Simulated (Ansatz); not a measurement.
Wanted: the native input for an Ansatz 0.2.0 run.

| Quantity | Value |
| --- | --- |
| Task | relaxation of cell and atoms |
| Functional | r2SCAN |
| Potentials or basis | Ansatz PAW |
| Cutoff | 500 eV (not typed: the program's choice for these potentials) |
| k mesh | 10 × 10 × 10 |
| Occupations | fermi-dirac, width 0.05 eV |
| Spin | no spin polarisation |
| Target pressure | 20 GPa |
| Target pressure (GPa) | 20 |

AlO:

```
Al O
1.0
     2.76919    0.00000    0.00000
     0.00000    2.76919    0.00000
     0.00000    0.00000    2.76919
Al O
1 1
Cartesian
  1.3846 1.3846 1.3846
  0.0000 0.0000 0.0000
```

The cell was built by a generator and needn't be a form met in nature.

These files were run (other wordings do the same):

input.yaml

```yaml
crystal:
  lattice:
    - [2.76919, 0.0, 0.0]
    - [0.0, 2.76919, 0.0]
    - [0.0, 0.0, 2.76919]
  atoms:
    - { symbol: Al, position: [0.5, 0.5, 0.5] }
    - { symbol: O, position: [0.0, 0.0, 0.0] }
hamiltonian:
  xc: r2scan
  pseudopotentials: { kind: paw }
kpoints:
  mp_grid: { grid: [10, 10, 10] }
scf:
  occupations: { method: fermi_dirac, width: 0.05 }
output:
  forces: true
  stress: true
  eigenvalues: true
relax:
  f_tol: 0.01
  max_steps: 40
  cell: { stress_tol: 0.05, p_target: 20.0 }
```

Potentials or basis: Ansatz PAW.

The run is started by

```bash
$ ansatz run input.yaml --threads 2 --pin off --max-ram 5632MiB --backend cpu --events-out ev --progress --plain --runs-dir out
```

Results of the run:

- Relaxed volume: 9.19 Å³/atom
- Relaxed cell: a = 2.639 Å, b = 2.639 Å, c = 2.639 Å, α = 90.00°, β = 90.00°, γ = 90.00°
- Space group after relaxing (to 0.05 Å): Pm-3m (No. 221)
- Energy change on relaxing (the enthalpy is what falls): +60.7 meV/atom
- Ionic steps: 5
- Pressure after relaxing: 20.0 GPa
- Band gap on the k mesh: none (metal or under the smearing width)

Caveat: the plane-wave basis is chosen anew once the cell has moved, so the energies of steps on either side of that aren't comparable; an odd number of electrons without spin polarisation forces a metal; a magnetic or distorted state may lie lower; the PAW data sets come from PBE, with cores solved anew for the run's functional, which leaves a small shift of forces and pressure.

Wall time 6.2 s on 2 threads of Arm Neoverse V1, on a shared host, peak memory 0.34 GiB.
